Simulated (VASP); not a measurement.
Crystal: SiMo3.

```
Si Mo
1.0
     2.99735    0.00000    0.00000
    -1.49867    2.59578    0.00000
     0.00000    0.00000    9.33724
Si Mo
1 3
Cartesian
  0.0000 0.0000 4.6686
  0.0000 0.0000 0.0000
  1.4987 0.8653 7.1114
  1.4987 0.8653 2.2258
```

The cell was built by a generator and needn't be a form met in nature.

| Item | Value |
| --- | --- |
| Program | VASP 6.6.1 |
| Task | relaxation of cell and atoms |
| Functional | PBE |
| Potentials or basis | VASP PAW PBE potentials, release 64 (Si, Mo_sv) |
| Cutoff | 520 eV |
| k mesh | 8 × 8 × 3 |
| Occupations | gaussian, width 0.15 eV |
| Spin | no spin polarisation |

At the start: pressure -22.2 GPa; volume 18.16 Å³/atom.

Q: Where does the relaxation end?

A: Over 13 steps the energy falls by 382.4 meV/atom and the volume is 15.34 Å³/atom (-15.5 %); space group P-6m2 (No. 187, to 0.05 Å).

The path:
```
step  energy change (eV)  largest force (eV/Å)  pressure (GPa)  volume (Å³)
   1              0.0000                1.2130          -22.22        72.65
   2              1.5900                4.2464           81.19        49.21
   3             -0.8837                2.4731            0.71        62.61
   4             -0.8882                2.5365            1.89        62.15
   5             -1.3808                1.3178            3.92        60.50
   6             -1.4687                0.0656            8.85        59.13
   7             -1.4803                0.3407            7.38        59.49
   8             -1.3743                0.2576          -12.09        65.21
   9             -1.5284                0.0976           -0.43        61.48
  10             -1.5284                0.0870           -0.35        61.44
  11             -1.5284                0.0982           -0.15        61.35
  12             -1.5284                0.0963           -0.08        61.39
  13             -1.5296                0.0257           -0.20        61.35
```

Final structure:
```cif
data_structure
_symmetry_space_group_name_H-M 'P 1'
_symmetry_Int_Tables_number 1
_cell_length_a 2.9229
_cell_length_b 2.9229
_cell_length_c 8.2926
_cell_angle_alpha 90.000
_cell_angle_beta 90.000
_cell_angle_gamma 120.000
_cell_volume 61.35
loop_
_atom_site_label
_atom_site_type_symbol
_atom_site_fract_x
_atom_site_fract_y
_atom_site_fract_z
_atom_site_occupancy
Si1 Si 0.00000 0.00000 0.50000 1
Mo1 Mo 0.00000 0.00000 0.00000 1
Mo2 Mo 0.66667 0.33333 0.73613 1
Mo3 Mo 0.66667 0.33333 0.26387 1
```

Caveat: the volume moved by over 15 % at a fixed basis, so the end points are rough.
